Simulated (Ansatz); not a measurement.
# Ca: further runs on the relaxed cell

One table from this session's results is given with a row withheld; the runs are named, their logs left out.

The COD cell was measured well above room temperature, so it is larger than a cold one.

Method: DFT PBEsol, scalar-relativistic, plane waves, PAW, in Ansatz 0.2.0.

2 further runs of the same task are left out: 2 set aside as unsound or not needed.

### The structure to begin with

The structure is hexagonal, space group P6_3/mmc (No. 194). Conventional cell: a = 3.854 Å, b = 3.854 Å, c = 6.340 Å, α = 90.00°, β = 90.00°, γ = 120.00°. Ca (site symmetry -6m2) has 12 Ca at 3.85 to 3.87 Å in its first shell of neighbours.

Coordinates:

```xyz
2
Lattice="3.8537 0.0000 0.0000 -1.9268 3.3374 0.0000 0.0000 0.0000 6.3402" Properties=species:S:1:pos:R:3 pbc="T T T"
Ca    0.0000    2.2249    1.5850
Ca    1.9268    1.1125    4.7551
```

This cell was relaxed beforehand with the same method: volume 40.77 Å³/atom, gap on the mesh none (metal).

Set-up of the first run:

input.yaml

```yaml
crystal:
  lattice:
    - [3.8536567503, 0.0, 0.0]
    - [-1.9268283752, 3.3373646432, 0.0]
    - [0.0, 0.0, 6.3401854503]
  atoms:
    - { symbol: Ca, position: [0.3333333333, 0.6666666667, 0.25] }
    - { symbol: Ca, position: [0.6666666667, 0.3333333333, 0.75] }
basis:
  ecutwfc: 420
kpoints:
  mp_grid: { grid: [12, 12, 8] }
  band_path:
    path:
      - [[0.0, 0.0, 0.0], [0.5, 0.0, 0.0], [0.33333333, 0.33333333, 0.0], [0.0, 0.0, 0.0], [0.0, 0.0, 0.5], [0.5, 0.0, 0.5], [0.33333333, 0.33333333, 0.5], [0.0, 0.0, 0.5]]
      - [[0.5, 0.0, 0.5], [0.5, 0.0, 0.0]]
      - [[0.33333333, 0.33333333, 0.5], [0.33333333, 0.33333333, 0.0]]
    npoints: 14
hamiltonian:
  xc: pbesol
scf:
  occupations: { method: gaussian, width: 0.1 }
  n_extra_bands: 6
output:
  forces: true
  stress: true
  eigenvalues: true
  populations: true
  dos: { projected: true, de: 0.02, nscf_kmesh: { grid: [18, 18, 12] } }
  bader: true
  write_density: true
  write_potential: true
  elf: true
  volumetric_format: npy
```

Run with:

```bash
$ ansatz run input.yaml --threads 1 --pin off --max-ram 2560MiB --backend cpu --events-out ev --progress --plain --runs-dir out
```

Among the steps run: Bands, states and charges; Back to the database's cell; The cell scaled to 0.97 of its volume; Point at V/V0 = 1.03; The cell scaled to 0.94 of its volume; Point at V/V0 = 1.06; The cell scaled to 0.91 of its volume; Volume × 1.10; The cell scaled to 0.88 of its volume.

One table of the session follows, with a row left open; its other results are not shown here.

It belongs to the step «Equation of state». 

```
volume (Å³/atom)  energy above the lowest point (meV/atom)  pressure (GPa)
          35.878                                      39.4            2.83
          37.101                                      21.0            1.98
          38.325                                         ?               ?
          39.548                                       2.0            0.57
          40.771                                       0.0           -0.01
          41.994                                       2.1           -0.52
          43.217                                       7.9           -0.96
          44.848                                      20.6           -1.48
```

Estimate the missing values for volume (Å³/atom) = 38.325.

Worked estimate for «energy above the lowest point (meV/atom)». A straight line through the neighbours (37.101, 21.0) and (39.548, 2.0) gives 21.0 + (2.0 − 21.0) × (38.325 − 37.101) / (39.548 − 37.101) = 11.5; a parabola fitted to 4 rows on both sides gives 8.8.

**Answer.** energy above the lowest point (meV/atom): 8.8; pressure (GPa): 1.23. In «energy above the lowest point (meV/atom)» the line misses by +2.7 and the parabola by 0.0.
